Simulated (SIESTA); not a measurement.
**TePb: single point with PBE**

TePb:

```
Pb Te
1.0
     0.00000    3.23100    3.23100
     3.23100    0.00000    3.23100
     3.23100    3.23100    0.00000
Pb Te
1 1
Cartesian
  0.0000 0.0000 0.0000
  3.2310 3.2310 3.2310
```

```yaml
Program: SIESTA 5.4.2
Task: single point
Functional: PBE
Potentials_or_basis: PseudoDojo 0.4 standard (PBE files)
Basis: DZP (energy shift 0.003 Ry; two zetas on semicore shells)
Grid_cutoff: 500 Ry
Energy_shift: 0.003 Ry
k_mesh: 7 × 7 × 7
Occupations: fermi-dirac, width 0.05 eV
Spin: no spin polarisation
```

- Pressure: 2.5 GPa
- Hirshfeld charges: Pb +0.17; Te -0.17 e
- Voronoi charges: Pb +0.22; Te -0.22 e

Run time: 36 s on 1 thread of Arm Neoverse V1, on a shared host, peak memory 0.25 GiB.

Caveat: Mulliken charges of long-ranged orbitals can have an unphysical sign; this odd mesh misses L, where the gap lies, so gap, dielectric constants and Born charges aren't listed; the basis of atomic orbitals isn't converged, which shifts pressures, moduli and gaps. The run has no spin-orbit coupling, so splittings on Pb, Te are missing.
